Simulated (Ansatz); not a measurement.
SiC (zincblende): G0W0 against its settings

SiC in the zincblende structure, relaxed with r2SCAN; one-shot G0W0 in Ansatz without spin-orbit coupling. (Simulation; spin polarisation is off.)

```xyz
2
Lattice="0.0000 2.1781 2.1781 2.1781 0.0000 2.1781 2.1781 2.1781 0.0000" Properties=species:S:1:pos:R:3 pbc="T T T"
Si    0.0000    0.0000    0.0000
C     1.0890    1.0890    1.0890
```

Gaps are read over the mesh points alone. G0W0 values are finite-basis, finite-mesh values.

| start | potentials | frequency model | mesh | empty bands | screening cutoff (eV) | Kohn-Sham gap (eV) | G0W0 gap (eV) |
| --- | --- | --- | --- | --- | --- | --- | --- |
| PBE | PAW | contour deformation | 6×6×6 | 46 | 100 | 1.35 | 2.04 |
| PBE | PAW | contour deformation | 6×6×6 | 113 | 180 | 1.35 | 2.22 |
| PBE | PAW | contour deformation | 6×6×6 | 219 | 260 | 1.35 | 2.29 |
| HSE06 | PAW | contour deformation | 6×6×6 | 113 | 180 | 2.23 | 2.61 |
| r2SCAN | PAW | contour deformation | 6×6×6 | 113 | 180 | 1.71 | 2.39 |
| PBE0 | PAW | contour deformation | 6×6×6 | 113 | 180 | 2.95 | 2.77 |
| PBE | PAW | Godby-Needs pole | 6×6×6 | 113 | 180 | 1.35 | 2.15 |
| PBE | PAW | contour deformation | 10×10×10 | 33 | 80 | 1.36 | 1.96 |
| PBE | norm-conserving | contour deformation | 6×6×6 | 113 | 180 | 1.34 | 2.22 |

The quasiparticle gap on this mesh is 2.29 eV (Γ to X), against 1.35 eV from PBE: +0.94 eV. Renormalisation factors Z lie between 0.77 and 0.82.

Raising bands and cutoff together moves the gap by +0.18 eV (100 to 180 eV), then +0.07 eV (180 to 260 eV); the last step is still large, so the basis limit isn't reached. Starting from HSE06 (2.23 eV against PBE's 1.35 eV) gives 2.61 eV, +0.39 eV from G0W0@PBE at the same screening cutoff. Starting from r2SCAN (1.71 eV against PBE's 1.35 eV) gives 2.39 eV, +0.17 eV from G0W0@PBE at the same screening cutoff. Starting from PBE0 (2.95 eV against PBE's 1.35 eV) gives 2.77 eV, +0.55 eV from G0W0@PBE at the same screening cutoff. The Godby-Needs plasmon pole differs from contour deformation by -0.07 eV. Norm-conserving potentials (wave cutoff 1116 eV against 420 eV) shift the quasiparticle gap by 0.00 eV and the PBE gap by -0.01 eV. r2SCAN runs take a wave cutoff of 500 eV.
